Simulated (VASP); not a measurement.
# K (P6_3/mmc) in VASP: a series of runs

The runs below take K through single point, relaxation of cell and atoms, with LDA.

Program: VASP 6.6.1. These are calculated values, not measurements. Logs are shortened: lines on timing, memory, paths and dates and some standing lists are left out, and cuts for length are marked.

## (1) The structure

It takes space group P6_3/mmc (No. 194, hexagonal). Conventional cell: a = 4.508 Å, b = 4.508 Å, c = 14.692 Å, α = 90.00°, β = 90.00°, γ = 120.00°.

This isn't the form of K at room conditions, which is bcc.

## (2) Single point, LDA

The input, INCAR:

```
SYSTEM = K
PREC = Accurate
ENCUT = 520
EDIFF = 1E-7
ISMEAR = -1
SIGMA = 0.1
LREAL = .False.
LASPH = .True.
NELM = 80
ALGO = Normal
ISIF = 2
LWAVE = .False.
LCHARG = .False.
GGA = CA
NBANDS = 26
```

The input, KPOINTS:

```
regular mesh
0
Gamma
  11 11 3
  0 0 0
```

The input, POSCAR:

```
K
1.0
    4.5079154185      0.0000000000      0.0000000000
   -2.2539577092      3.9039692705      0.0000000000
    0.0000000000      0.0000000000     14.6922968547
K
4
Direct
    1.0000000000      1.0000000000      1.0000000000
    1.0000000000      1.0000000000      0.5000000000
    0.3333333333      0.6666666667      0.2500000000
    0.6666666667      0.3333333333      0.7500000000
```

Potentials or basis: VASP PAW LDA potentials, release 64 (K_sv).

Started as:

```
$ cat potpaw_LDA.64/K_sv/POTCAR > POTCAR
$ mpirun -np 1 vasp_std > vasp.out
```

OUTCAR:

```text
SYSTEM = K
   PREC = Accurate
   ENCUT = 520
   EDIFF = 1E-7
   ISMEAR = -1
   LREAL = .False.
   LASPH = .True.
   NELM = 80
   ISIF = 2
   GGA = CA

 ion  position               nearest neighbor table
   1  0.000  0.000  0.000-
   2  0.000  0.000  0.500-
   3  0.333  0.667  0.250-
   4  0.667  0.333  0.750-

  LATTYP: Found a hexagonal cell.
 ALAT       =     4.5079154185
 C/A-ratio  =     3.2592219442

  Lattice vectors:

 A1 = (   4.5079154185,   0.0000000000,   0.0000000000)
 A2 = (  -2.2539577092,   3.9039692705,   0.0000000000)
 A3 = (   0.0000000000,   0.0000000000,  14.6922968547)

Analysis of symmetry for initial positions (statically):
=====================================================================
 Subroutine PRICEL returns:
 Original cell was already a primitive cell.

 Routine SETGRP: Setting up the symmetry group for a
 hexagonal supercell.

 Subroutine GETGRP returns: Found 24 space group operations
 (whereof 12 operations were pure point group operations)
 out of a pool of 24 trial point group operations.

The static configuration has the point symmetry D_3d.
 The point group associated with its full space group is D_6h.

Analysis of symmetry for dynamics (positions and initial velocities):
=====================================================================
 Subroutine PRICEL returns:
 Original cell was already a primitive cell.

 Routine SETGRP: Setting up the symmetry group for a
 hexagonal supercell.

 Subroutine GETGRP returns: Found 24 space group operations
 (whereof 12 operations were pure point group operations)
 out of a pool of 24 trial point group operations.

The dynamic configuration has the point symmetry D_3d.
 The point group associated with its full space group is D_6h.

 Subroutine INISYM returns: Found 24 space group operations
 (whereof 12 operations are pure point group operations),
 and found     1 'primitive' translations

----------------------------------------------------------------------------------------

                                     Primitive cell

  volume of cell :     258.5663

  direct lattice vectors                    reciprocal lattice vectors
     4.507915418  0.000000000  0.000000000     0.221832024  0.128074779  0.000000000
    -2.253957709  3.903969271  0.000000000     0.000000000  0.256149557  0.000000000
     0.000000000  0.000000000 14.692296855     0.000000000  0.000000000  0.068062877

  length of vectors
     4.507915418  4.507915418 14.692296855     0.256149557  0.256149557  0.068062877

  position of ions in fractional coordinates (direct lattice)
     0.000000000  0.000000000  0.000000000
     0.000000000  0.000000000  0.500000000
     0.333333333  0.666666667  0.250000000
     0.666666667  0.333333333  0.750000000

  ion indices of the primitive-cell ions
   primitive index   ion index
                 1           1
                 2           2
                 3           3
                 4           4

----------------------------------------------------------------------------------------

 KPOINTS: regular mesh

Automatic generation of k-mesh.
 Grid dimensions read from file:
 generate k-points for:   11   11    3

 Generating k-lattice:

  Cartesian coordinates                     Fractional coordinates (reciprocal lattice)
     0.020166548  0.011643162  0.000000000     0.090909091  0.000000000  0.000000000
     0.000000000  0.023286323  0.000000000     0.000000000  0.090909091  0.000000000
     0.000000000  0.000000000  0.022687626     0.000000000  0.000000000  0.333333333

  Length of vectors
     0.023286323  0.023286323  0.022687626

  Shift w.r.t. Gamma in fractional coordinates (k-lattice)
     0.000000000  0.000000000  0.000000000

 Subroutine IBZKPT returns following result:
 ===========================================

 Found     32 irreducible k-points:

 Following reciprocal coordinates:
            Coordinates               Weight
  0.000000  0.000000  0.000000      1.000000
  0.090909 -0.000000  0.000000      6.000000
  0.181818 -0.000000  0.000000      6.000000
  0.272727 -0.000000  0.000000      6.000000
  0.363636 -0.000000  0.000000      6.000000
  0.454545 -0.000000  0.000000      6.000000
[... 16 lines left out ...]
  0.090909  0.090909  0.333333     12.000000
  0.181818  0.090909  0.333333     24.000000
 [... further k-points ...]
   k-points           NKPTS =     32   k-points in BZ     NKDIM =     32   number of bands    NBANDS=     26
   number of dos      NEDOS =    301   number of ions     NIONS =      4
   total plane-waves  NPLWV = 145152
   dimension x,y,z NGX =    36 NGY =   36 NGZ =  112
   dimension x,y,z NGXF=    72 NGYF=   72 NGZF=  224
   ions per type =               4
   NGX,Y,Z   is equivalent  to a cutoff of  13.28, 13.28, 12.67 a.u.
   NGXF,Y,Z  is equivalent  to a cutoff of  26.55, 26.55, 25.35 a.u.
 SYSTEM =  K
   PREC   = accura    normal or accurate (medium, high low for compatibility)
   ISTART =      0    job   : 0-new  1-cont  2-samecut
   ICHARG =      2    charge: 1-file 2-atom 10-const
   ISPIN  =      1    spin polarized calculation?
   LNONCOLLINEAR =      F non collinear calculations
   LSORBIT =      F    spin-orbit coupling
   LASPH  =      T    aspherical Exc in radial PAW
   ENCUT  =  520.0 eV  38.22 Ry    6.18 a.u.   8.38  8.38 27.32*2*pi/ulx,y,z
   NELM   =     80;   NELMIN=  2; NELMDL= -5     # of ELM steps
   EDIFF  = 0.1E-06   stopping-criterion for ELM
   LREAL  =      F    real-space projection
   EDIFFG = 0.1E-05   stopping-criterion for IOM
   NSW    =      0    number of steps for IOM
   IBRION =     -1    ionic relax: 0-MD 1-quasi-New 2-CG
   NFREE  =      0    steps in history (QN), initial steepest desc. (CG)
   ISIF   =      2    stress and relaxation
   ISYM   =      2    0-nonsym 1-usesym 2-fastsym
   POTIM  = 0.5000    time-step for ionic-motion
   TEBEG  =    0.0;   TEEND  =   0.0 temperature during run
   PSTRESS=    0.0 pullay stress
   NELECT =      36.0000    total number of electrons
   NUPDOWN=      -1.0000    fix difference up-down
   EMIN   =  10.00;   EMAX   =-10.00  energy-range for DOS
   EFERMI =   0.00;   METHOD = LEGACY
   ISMEAR =    -1;   SIGMA  =   0.10  broadening in eV -4-tet -1-fermi 0-gaus
   EFERMI_NEDOS =   21; number of points for ismear=-14 and -15
   IALGO  =     38    algorithm
   IMIX   =      4    mixing-type and parameters
     AMIX     =   0.40;   BMIX     =  1.00
     AMIX_MAG =   1.60;   BMIX_MAG =  1.00
  volume/ion in A,a.u.               =      64.64       436.22
  Fermi-wavevector in a.u.,A,eV,Ry     =   0.848500  1.603432  9.795539  0.719952
  Thomas-Fermi vector in A             =   1.964173
   LORBIT       =      0    0 simple, 1 ext, 2 COOP (PROOUT), +10 PAW based schemes
   GGA     = CA    functional components
   LHFCALC =     F    Hartree Fock is set to
   AEXX    =    0.0000 exact exchange contribution
   IVDW    =     0    specifies the selected vdW correction
   LEPSILON=     F    determine dielectric tensor
   LRPA    =     F    only Hartree local field effects (RPA)
 non-spin polarized calculation
  energy-cutoff  :      520.00
  volume of cell :      258.57
 maximum number of plane-waves:      7026
 NGX is ok and might be reduce to    36
   NGX = 17   NGY = 17   NGZ = 55

 number of electron      36.0000001 magnetization

 Free energy of the ion-electron system (eV)
  ---------------------------------------------------
  ext. energy  EPLUGINS =         0.00000000
  ---------------------------------------------------
  free energy    TOTEN  =        -4.70866108 eV

  energy without entropy =       -4.60722984  energy(sigma->0) =       -4.65794546

 E-fermi :  -0.0093     XC(G=0):  -6.2109

 val. band max:       -0.0177414914   @ k =   0.2727   0.1818   0.0000
 cond. band min:      -0.0047307906   @ k =   0.1818  -0.0000   0.3333
 fundamental gap:      0.0130107007
 Fermi energy:        -0.0093195892

 k-point     1 :       0.0000    0.0000    0.0000
  band No.  band energies     occupation
      1     -31.7571      2.00000
      2     -31.7535      2.00000
      3     -31.7531      2.00000
      4     -31.7496      2.00000
      5     -15.5361      2.00000
      6     -15.4820      2.00000
[... 18 lines left out ...]
     25       4.0244      0.00000
     26       4.1007      0.00000

 k-point     2 :       0.0909   -0.0000    0.0000
  band No.  band energies     occupation
      1     -31.7566      2.00000
      2     -31.7532      2.00000
      3     -31.7528      2.00000
      4     -31.7493      2.00000
      5     -15.5332      2.00000
      6     -15.4829      2.00000
[... 18 lines left out ...]
     25       3.8411      0.00000
     26       3.9142      0.00000

 k-point     3 :       0.1818   -0.0000    0.0000
  band No.  band energies     occupation
      1     -31.7551      2.00000
      2     -31.7521      2.00000
      3     -31.7517      2.00000
      4     -31.7487      2.00000
      5     -15.5250      2.00000
      6     -15.4877      2.00000
[... 18 lines left out ...]
     25       3.2897      0.00000
     26       3.3205      0.00000

 k-point     4 :       0.2727   -0.0000    0.0000
  band No.  band energies     occupation
      1     -31.7532      2.00000
      2     -31.7508      2.00000
      3     -31.7503      2.00000
      4     -31.7479      2.00000
      5     -15.5143      2.00000
      6     -15.5024      2.00000
[... 18 lines left out ...]
     25       2.8784      0.00000
     26       2.9082      0.00000

 k-point     5 :       0.3636   -0.0000    0.0000
  band No.  band energies     occupation
      1     -31.7512      2.00000
      2     -31.7495      2.00000
      3     -31.7491      2.00000
      4     -31.7474      2.00000
      5     -15.5209      2.00000
      6     -15.5203      2.00000
[... 18 lines left out ...]
     25       2.6481      0.00000
     26       2.7022      0.00000

 k-point     6 :       0.4545   -0.0000    0.0000
  band No.  band energies     occupation
      1     -31.7499      2.00000
      2     -31.7488      2.00000
      3     -31.7484      2.00000
      4     -31.7472      2.00000
      5     -15.5328      2.00000
      6     -15.5306      2.00000
[... 427 lines left out ...]
 k-point    21 :       0.3636   -0.0000    0.3333
  band No.  band energies     occupation
      1     -31.7510      2.00000
      2     -31.7503      2.00000
      3     -31.7483      2.00000
      4     -31.7476      2.00000
      5     -15.5208      2.00000
      6     -15.5149      2.00000
[... 18 lines left out ...]
     25       2.5380      0.00000
     26       2.5748      0.00000

 k-point    22 :       0.4545   -0.0000    0.3333
  band No.  band energies     occupation
      1     -31.7497      2.00000
      2     -31.7492      2.00000
      3     -31.7479      2.00000
      4     -31.7474      2.00000
      5     -15.5300      2.00000
      6     -15.5275      2.00000
[... 18 lines left out ...]
     25       2.3544      0.00000
     26       2.5016      0.00000

 k-point    23 :       0.0909    0.0909    0.3333
  band No.  band energies     occupation
      1     -31.7551      2.00000
      2     -31.7539      2.00000
      3     -31.7506      2.00000
      4     -31.7493      2.00000
      5     -15.5219      2.00000
      6     -15.5065      2.00000
[... 18 lines left out ...]
     25       3.4931      0.00000
     26       3.5978      0.00000

 k-point    24 :       0.1818    0.0909    0.3333
  band No.  band energies     occupation
      1     -31.7535      2.00000
      2     -31.7525      2.00000
      3     -31.7496      2.00000
      4     -31.7486      2.00000
      5     -15.5147      2.00000
      6     -15.5065      2.00000
[... 18 lines left out ...]
     25       3.0679      0.00000
     26       3.1510      0.00000

 [... further k-points ...]

------------------------ aborting loop because EDIFF is reached ----------------------------------------

  FORCE on cell =-STRESS in cart. coord.  units (eV):
  Direction    XX          YY          ZZ          XY          YZ          ZX
  --------------------------------------------------------------------------------------
  -------------------------------------------------------------------------------------
  Total       -0.0641150     -0.0641150      0.0003650     -0.0000000     -0.0000000      0.0000000
  in kB       -0.3972814     -0.3972814      0.0022617     -0.0000000     -0.0000000      0.0000000
  external PRESSURE =      -0.2641004 kB  Pullay stress =       0.0000000 kB

 VOLUME and BASIS-vectors are now :
 -----------------------------------------------------------------------------
  energy-cutoff  :      520.00
  volume of cell :      258.57
      direct lattice vectors                 reciprocal lattice vectors
     4.507915418  0.000000000  0.000000000     0.221832024  0.128074779  0.000000000
    -2.253957709  3.903969271  0.000000000     0.000000000  0.256149557  0.000000000
     0.000000000  0.000000000 14.692296855     0.000000000  0.000000000  0.068062877

 POSITION                                       TOTAL-FORCE (eV/Angst)
 -----------------------------------------------------------------------------------
      0.00000      0.00000      0.00000         0.000000      0.000000      0.000000
      0.00000      0.00000      7.34615         0.000000      0.000000      0.000000
     -0.00000      2.60265      3.67307        -0.000000      0.000000      0.000000
      2.25396      1.30132     11.01922        -0.000000     -0.000000     -0.000000
 -----------------------------------------------------------------------------------
    total drift:                               -0.000000      0.000000      0.000000

  FREE ENERGIE OF THE ION-ELECTRON SYSTEM (eV)
  ---------------------------------------------------
  free  energy   TOTEN  =        -4.7086610791 eV

  energy  without entropy=       -4.6072298441  energy(sigma->0) =       -4.65794546
```

It took 90 s on 1 thread of Intel Xeon 6975P-C (Granite Rapids), shared host; peak memory 0.37 GiB.

What came out:

- Free energy: -4.7087 eV
- Pressure: 0.0 GPa
- Band gap on the k mesh: none (metal or under the smearing width)

Levels at points of the mesh, in eV from the Fermi level:
```tsv
k point	band 16	band 17	band 18	band 19	band 20	band 21	band 22	band 23
(0.00, 0.00, 0.00)	-15.42	-2.36	-1.57	-1.57	0.27	0.66	2.78	2.79
```

## (3) Single point, LDA

The input, INCAR:

```
SYSTEM = K
PREC = Accurate
ENCUT = 520
EDIFF = 1E-7
ISMEAR = -1
SIGMA = 0.1
LREAL = .FALSE.
LASPH = .TRUE.
NELM = 80
ALGO = Fast
ISIF = 2
LWAVE = .FALSE.
LCHARG = .FALSE.
GGA = CA
NBANDS = 26
```

The input, KPOINTS:

```
Automatic mesh
0
G
  9 9 3
  0 0 0
```

POSCAR is that of step 2.

Potentials or basis: VASP PAW LDA potentials, release 64 (K_sv).

Started as:

```
$ cat potpaw_LDA.64/K_sv/POTCAR > POTCAR
$ mpirun -np 1 vasp_std > vasp.out
```

It took 2.2 min on 1 thread of Intel Xeon 6975P-C (Granite Rapids), shared host; peak memory 0.33 GiB.

The run converged. Its results:

```yaml
Free_energy: -4.7097 eV
Pressure: 0.0 GPa
Band_gap_on_the_k_mesh: none (metal or under the smearing width)
```

Stress tensor (GPa, compression positive):
```
-0.05  0.00  0.00
 0.00 -0.05  0.00
 0.00  0.00  0.02
```

Levels at points of the mesh, in eV from the Fermi level:
| k point | band 16 | band 17 | band 18 | band 19 | band 20 | band 21 |
| --- | --- | --- | --- | --- | --- | --- |
| (0.00, 0.00, 0.00) | -15.42 | -2.37 | -1.57 | -1.57 | 0.26 | 0.66 |

## (4) Single point, LDA

The input, INCAR:

```
SYSTEM = K
  PREC = Accurate
  ENCUT = 520
  EDIFF = 1E-6
  ISMEAR = -1
  SIGMA = 0.1
  LREAL = .False.
  LASPH = .True.
  NELM = 80
  ALGO = Normal
  ISIF = 2
  LWAVE = .False.
  LCHARG = .True.
  GGA = CA
  LELF = .True.
  LVHAR = .True.
  NBANDS = 26
```

The input, KPOINTS:

```
Automatic mesh
0
Gamma
  8 8 2
  0 0 0
```

POSCAR is that of step 3.

Started as:

```
$ cat potpaw_LDA.64/K_sv/POTCAR > POTCAR
$ mpirun -np 1 vasp_std > vasp.out
```

It took 60 s on 1 thread of Intel Xeon 6975P-C (Granite Rapids), shared host; peak memory 0.33 GiB.

Results (log left out):

* Free energy: -4.7137 eV
* Pressure: 0.0 GPa
* Band gap on the k mesh: none (metal or under the smearing width)

Levels at points of the mesh, in eV from the Fermi level:
```
           k point  band 15  band 16  band 17  band 18  band 19  band 20  band 21  band 22
(0.00, 0.00, 0.00)   -15.38   -15.38    -2.32    -1.53    -1.53     0.31     0.70     2.82
(0.50, 0.00, 0.00)   -15.40   -15.39     0.16     0.27     0.62     0.64     0.95     1.00
(0.00, 0.00, 0.50)   -15.38   -15.38    -2.12    -2.12    -0.63    -0.63     1.70     1.70
(0.50, 0.00, 0.50)   -15.40   -15.40     0.28     0.28     0.45     0.45     1.26     1.26
```

## (5) Relaxation of cell and atoms, LDA

This run uses another cell than the first one, of 71.32 Å³/atom, 1.103 times its volume.

The input, INCAR:

```
SYSTEM = K
PREC     = Accurate       ! precision mode
ENCUT    = 600            ! plane-wave cutoff, eV
EDIFF    = 1E-6           ! SCF threshold, eV
ISMEAR   = -1             ! smearing method
SIGMA    = 0.1            ! smearing width, eV
LREAL    = .False.        ! projectors in reciprocal space
LASPH    = .True.         ! aspherical terms in the spheres
NELM     = 100            ! most SCF steps
ALGO     = Normal         ! electronic algorithm
ISIF     = 3              ! what is computed and relaxed
LWAVE    = .False.        ! write WAVECAR
LCHARG   = .False.        ! write CHGCAR
IBRION   = 2              ! ionic algorithm
NSW      = 80             ! ionic steps
EDIFFG   = -0.01          ! ionic threshold
```

The input, KPOINTS:

```
regular mesh
0
Gamma
  8 8 2
  0 0 0
```

The input, POSCAR:

```
K
1.0
    4.6549393048      0.0000000000      0.0000000000
   -2.3274696524      4.0312956910      0.0000000000
    0.0000000000      0.0000000000     15.2030317694
K
4
Direct
    0.0000000000      0.0000000000      0.0000000000
    0.0000000000      0.0000000000      0.5000000000
    0.3333333333      0.6666666667      0.2500000000
    0.6666666667      0.3333333333      0.7500000000
```

Started as:

```
$ cat potpaw_LDA.64/K_sv/POTCAR > POTCAR
$ mpirun -np 1 vasp_std > vasp.out
```

Wall time 4 min (1 thread of Intel Xeon 6975P-C (Granite Rapids), shared host); peak memory 0.42 GiB.

Results (log left out):

```yaml
Free_energy: -4.7143 eV
Relaxed_volume: 64.44 Å³/atom
Relaxed_cell: a = 4.502 Å, b = 4.502 Å, c = 14.684 Å, α = 90.00°, β = 90.00°, γ = 120.00°
Space_group_after_relaxing_to_0.05_Å: P6_3/mmc (No. 194)
Energy_gained_by_relaxing: 8.6 meV/atom
Ionic_steps: 4
Pressure_after_relaxing: 0.0 GPa
Band_gap_on_the_k_mesh: none (metal or under the smearing width)
```

The path:
| step | energy change (eV) | largest force (eV/Å) | pressure (GPa) | volume (Å³) |
| --- | --- | --- | --- | --- |
| 1 | 0.0000 | 0.0000 | -0.37 | 285.29 |
| 2 | -0.0142 | 0.0000 | -0.30 | 278.52 |
| 3 | -0.0335 | 0.0000 | -0.07 | 262.08 |
| 4 | -0.0345 | 0.0000 | 0.00 | 257.77 |

Final structure:
```
K
1.0
     4.50219    0.00000    0.00000
    -2.25110    3.89901    0.00000
     0.00000    0.00000   14.68413
K
4
Direct
  0.00000 0.00000 0.00000
  0.00000 0.00000 0.50000
  0.33333 0.66667 0.25000
  0.66667 0.33333 0.75000
```

Levels at points of the mesh, in eV from the Fermi level:
| k point | band 14 | band 15 | band 16 | band 17 | band 18 | band 19 | band 20 | band 21 | band 22 |
| --- | --- | --- | --- | --- | --- | --- | --- | --- | --- |
| (0.00, 0.00, 0.00) | -15.38 | -15.38 | -15.38 | -2.33 | -1.53 | -1.53 | 0.30 | 0.70 | 2.82 |
| (0.50, 0.00, 0.00) | -15.40 | -15.39 | -15.39 | 0.17 | 0.27 | 0.62 | 0.64 | 0.95 | 1.00 |
| (0.00, 0.00, 0.50) | -15.38 | -15.38 | -15.38 | -2.12 | -2.12 | -0.63 | -0.63 | 1.70 | 1.70 |
| (0.50, 0.00, 0.50) | -15.40 | -15.40 | -15.40 | 0.28 | 0.28 | 0.45 | 0.45 | 1.26 | 1.26 |

## (6) Summary

```tsv
task	cell	k mesh	cutoff (eV)	gap on the mesh (eV)	pressure (GPa)
single point	P6_3/mmc, 64.64 Å³/atom	11 × 11 × 3	520	none	0.0
single point	P6_3/mmc, 64.64 Å³/atom	9 × 9 × 3	520	none	0.0
single point	P6_3/mmc, 64.64 Å³/atom	8 × 8 × 2	520	none	0.0
relaxation of cell and atoms	relaxed	8 × 8 × 2	600	none	0.0
```

Alike in all rows: level LDA; potentials or basis VASP PAW LDA potentials, release 64 (K_sv); no spin polarisation; smearing fermi-dirac 0.1 eV.

Every run on the cell as given and a fine mesh finds a metal.

Total energies depend on the potentials used, so only differences within one code and one set of settings carry meaning.
